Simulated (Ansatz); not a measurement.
Computed with DFT PBE, scalar-relativistic, plane waves, PAW (Ansatz 0.2.0). Settings: cutoff 420 eV, Γ-centred meshes spaced at most about 0.3 Å⁻¹, and about 0.25 Å⁻¹ or finer for metals (2π included), Gaussian smearing. No spin polarisation.

These are static total energies at zero pressure.

Compare these two cells of BiS4, each relaxed at this level.

A.

```
Bi S
1.0
    -3.18690    3.18690    3.18690
     3.18690   -3.18690    3.18690
     3.18690    3.18690   -3.18690
Bi S
1 4
Direct
  0.00000 0.00000 0.00000
  0.50000 0.50000 0.50000
  0.00000 0.00000 0.50000
  0.00000 0.50000 0.00000
  0.50000 0.00000 0.00000
```

B.

```
Bi S
1.0
     6.39007    0.00000    0.00000
     0.00000    6.39007    0.00000
     0.00000    0.00000    4.03444
Bi S
1 4
Direct
  0.00000 0.00000 0.50000
  0.65864 0.00000 0.00000
  0.34136 0.00000 0.00000
  0.00000 0.65864 0.00000
  0.00000 0.34136 0.00000
```

Question: Which form is favoured at zero pressure, and by what margin per atom?

Answer: B is lower, by 0.57 eV/atom. A has space group Im-3m (No. 229), 25.9 Å³/atom and no gap on its mesh; B has space group P4/mmm (No. 123), 32.9 Å³/atom and no gap. B holds S–S pairs (shortest 2.03 Å); in A the shortest S–S distance is 3.19 Å. The lower one is the more open, so pressure narrows the difference. Even the lower one lies +0.23 eV/atom against the reference forms of the elements (uncorrected), so neither is stable at this level. In A, Bi has 8 S at 2.76 Å; S is surrounded by 2 Bi at 2.76 Å and 6 S at 3.19 Å. In B, Bi has 8 S at 2.97 Å; S has 1 S at 2.03 Å and 2 Bi at 2.97 Å. Both come from invented guesses.

These runs have no spin–orbit coupling, which can matter for Bi. In Im-3m, P4/mmm an odd number of electrons in the primitive cell allows no gap without spin; a larger cell or a magnetic state could open one. Cells relaxed within their symmetry can be saddle points.
